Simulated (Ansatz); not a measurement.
HfB under pressure: fit and missing row

HfB, Fm-3m, a = 4.834 Å. The structure is a COD entry; whether it is the stable form wasn't checked. Ansatz: PBE, PAW, 420 eV, Γ-centred 16×16×16 mesh on 2 atoms, Gaussian smearing 0.10 eV; no spin polarisation. Cell and atoms are relaxed at each pressure, and no other structure is tried, so the rows at high pressure may lie past a change of phase.

```tsv
V (Å³/atom)	P (GPa)
?	59.93
12.318	30.00
13.079	15.00
13.518	8.00
13.880	2.98
14.118	0.00
14.381	-3.03
```

**Question.** Take V0 = 14.118 Å³/atom, fit the third-order Birch–Murnaghan form to the other rows, and predict the missing volume.

**Answer.** With the Eulerian strain f = ½[(V0/V)^(2/3) − 1] and y = P/[3f(1 + 2f)^(5/2)], the form is the line y = B0 + 1.5 B0 (B0′ − 4) f. Rows (f, y): 0.04759, 167.4; 0.02614, 168.4; 0.01469, 168.9; 0.00570, 169.4; -0.00611, 170.5. Means f = 0.01760, y = 168.92; Σ(Δf)² = 0.001685, ΣΔfΔy = -0.09314; the slope is their ratio. y = 169.9 − 55.29 f GPa, so B0 = 169.9 GPa and B0′ = 4 + 2 × (-55.29)/(3 × 169.9) = 3.78. P = 59.93 GPa is met at f = 0.08248 (y = 165.34), so V = V0 (1 + 2f)^(−3/2) = 11.228 Å³/atom. The run gave 11.228 Å³/atom, the same to the digits shown. The form still works here, 91 % of the fitted range beyond its end.

Spin–orbit coupling is left out, which can shift energies with elements as heavy as these.